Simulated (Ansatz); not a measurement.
# InP: the cost of one run

Method: DFT PBE, scalar-relativistic, plane waves, PAW, in Ansatz 0.2.0.

### 1 The system as given

The structure is cubic, space group Fm-3m (No. 225). Conventional cell: a = 5.710 Å, b = 5.710 Å, c = 5.710 Å, α = 90.00°, β = 90.00°, γ = 90.00°. In (site symmetry m-3m) has 6 P at 2.86 Å as nearest neighbours. P (site symmetry m-3m) is surrounded by 6 In at 2.85 to 2.86 Å.

As a file:

```
In P
1.0
     0.00000    8.56500    8.56500
     8.56500    0.00000    8.56500
     8.56500    8.56500    0.00000
In P
27 27
Cartesian
  0.0000 0.0000 0.0000
  2.8550 2.8550 0.0000
  5.7100 5.7100 0.0000
  2.8550 0.0000 2.8550
  5.7100 2.8550 2.8550
  8.5650 5.7100 2.8550
  5.7100 0.0000 5.7100
  8.5650 2.8550 5.7100
  11.4200 5.7100 5.7100
  0.0000 2.8550 2.8550
  2.8550 5.7100 2.8550
  5.7100 8.5650 2.8550
  2.8550 2.8550 5.7100
  5.7100 5.7100 5.7100
  8.5650 8.5650 5.7100
  5.7100 2.8550 8.5650
  8.5650 5.7100 8.5650
  11.4200 8.5650 8.5650
  0.0000 5.7100 5.7100
  2.8550 8.5650 5.7100
  5.7100 11.4200 5.7100
  2.8550 5.7100 8.5650
  5.7100 8.5650 8.5650
  8.5650 11.4200 8.5650
  5.7100 5.7100 11.4200
  8.5650 8.5650 11.4200
  11.4200 11.4200 11.4200
  2.8550 2.8550 2.8550
  5.7100 5.7100 2.8550
  8.5650 8.5650 2.8550
  5.7100 2.8550 5.7100
  8.5650 5.7100 5.7100
  11.4200 8.5650 5.7100
  8.5650 2.8550 8.5650
  11.4200 5.7100 8.5650
  14.2750 8.5650 8.5650
  2.8550 5.7100 5.7100
  5.7100 8.5650 5.7100
  8.5650 11.4200 5.7100
  5.7100 5.7100 8.5650
  8.5650 8.5650 8.5650
  11.4200 11.4200 8.5650
  8.5650 5.7100 11.4200
  11.4200 8.5650 11.4200
  14.2750 11.4200 11.4200
  2.8550 8.5650 8.5650
  5.7100 11.4200 8.5650
  8.5650 14.2750 8.5650
  5.7100 8.5650 11.4200
  8.5650 11.4200 11.4200
  11.4200 14.2750 11.4200
  8.5650 8.5650 14.2750
  11.4200 11.4200 14.2750
  14.2750 14.2750 14.2750
```

The runs take a perfect supercell of 54 atoms; the defect goes to fractional position (0.500, 0.500, 0.000).

### 2 The perfect supercell

The input, input.yaml:

```yaml
crystal:
  lattice:
    - [0.0, 8.565, 8.565]
    - [8.565, 0.0, 8.565]
    - [8.565, 8.565, 0.0]
  atoms:
    - { symbol: In, position: [0.0, 0.0, 0.0] }
    - { symbol: In, position: [0.0, 0.0, 0.333333] }
    - { symbol: In, position: [0.0, 0.0, 0.666667] }
    - { symbol: In, position: [0.0, 0.333333, 0.0] }
    - { symbol: In, position: [0.0, 0.333333, 0.333333] }
    - { symbol: In, position: [0.0, 0.333333, 0.666667] }
    - { symbol: In, position: [0.0, 0.666667, 0.0] }
    - { symbol: In, position: [0.0, 0.666667, 0.333333] }
    - { symbol: In, position: [0.0, 0.666667, 0.666667] }
    - { symbol: In, position: [0.333333, 0.0, 0.0] }
    - { symbol: In, position: [0.333333, 0.0, 0.333333] }
    - { symbol: In, position: [0.333333, 0.0, 0.666667] }
    - { symbol: In, position: [0.333333, 0.333333, 0.0] }
    - { symbol: In, position: [0.333333, 0.333333, 0.333333] }
    - { symbol: In, position: [0.333333, 0.333333, 0.666667] }
    - { symbol: In, position: [0.333333, 0.666667, 0.0] }
    - { symbol: In, position: [0.333333, 0.666667, 0.333333] }
    - { symbol: In, position: [0.333333, 0.666667, 0.666667] }
    - { symbol: In, position: [0.666667, 0.0, 0.0] }
    - { symbol: In, position: [0.666667, 0.0, 0.333333] }
    - { symbol: In, position: [0.666667, 0.0, 0.666667] }
    - { symbol: In, position: [0.666667, 0.333333, 0.0] }
    - { symbol: In, position: [0.666667, 0.333333, 0.333333] }
    - { symbol: In, position: [0.666667, 0.333333, 0.666667] }
    - { symbol: In, position: [0.666667, 0.666667, 0.0] }
    - { symbol: In, position: [0.666667, 0.666667, 0.333333] }
    - { symbol: In, position: [0.666667, 0.666667, 0.666667] }
    - { symbol: P, position: [0.166667, 0.166667, 0.166667] }
    - { symbol: P, position: [0.166667, 0.166667, 0.5] }
    - { symbol: P, position: [0.166667, 0.166667, 0.833333] }
    - { symbol: P, position: [0.166667, 0.5, 0.166667] }
    - { symbol: P, position: [0.166667, 0.5, 0.5] }
    - { symbol: P, position: [0.166667, 0.5, 0.833333] }
    - { symbol: P, position: [0.166667, 0.833333, 0.166667] }
    - { symbol: P, position: [0.166667, 0.833333, 0.5] }
    - { symbol: P, position: [0.166667, 0.833333, 0.833333] }
    - { symbol: P, position: [0.5, 0.166667, 0.166667] }
    - { symbol: P, position: [0.5, 0.166667, 0.5] }
    - { symbol: P, position: [0.5, 0.166667, 0.833333] }
    - { symbol: P, position: [0.5, 0.5, 0.166667] }
    - { symbol: P, position: [0.5, 0.5, 0.5] }
    - { symbol: P, position: [0.5, 0.5, 0.833333] }
    - { symbol: P, position: [0.5, 0.833333, 0.166667] }
    - { symbol: P, position: [0.5, 0.833333, 0.5] }
    - { symbol: P, position: [0.5, 0.833333, 0.833333] }
    - { symbol: P, position: [0.833333, 0.166667, 0.166667] }
    - { symbol: P, position: [0.833333, 0.166667, 0.5] }
    - { symbol: P, position: [0.833333, 0.166667, 0.833333] }
    - { symbol: P, position: [0.833333, 0.5, 0.166667] }
    - { symbol: P, position: [0.833333, 0.5, 0.5] }
    - { symbol: P, position: [0.833333, 0.5, 0.833333] }
    - { symbol: P, position: [0.833333, 0.833333, 0.166667] }
    - { symbol: P, position: [0.833333, 0.833333, 0.5] }
    - { symbol: P, position: [0.833333, 0.833333, 0.833333] }
basis:
  ecutwfc: 420
  fft_grid_basis: typed
kpoints:
  mp_grid: { grid: [1, 1, 1] }
hamiltonian:
  xc: pbe
  pseudopotentials: { kind: paw }
scf:
  occupations: { method: gaussian, width: 0.05 }
output:
  forces: true
  stress: false
  eigenvalues: true
  bader: false
  write_density: true
  volumetric_format: npy
```

Launch:

```bash
$ ansatz run input.yaml --threads 8 --pin off --max-ram 16384MiB --backend cpu --events-out ev --progress --plain --runs-dir out
```

What time and memory should one allow on 8 threads of Arm Neoverse N1, shared host?

About 13 s, with a peak of 1.4 GiB.
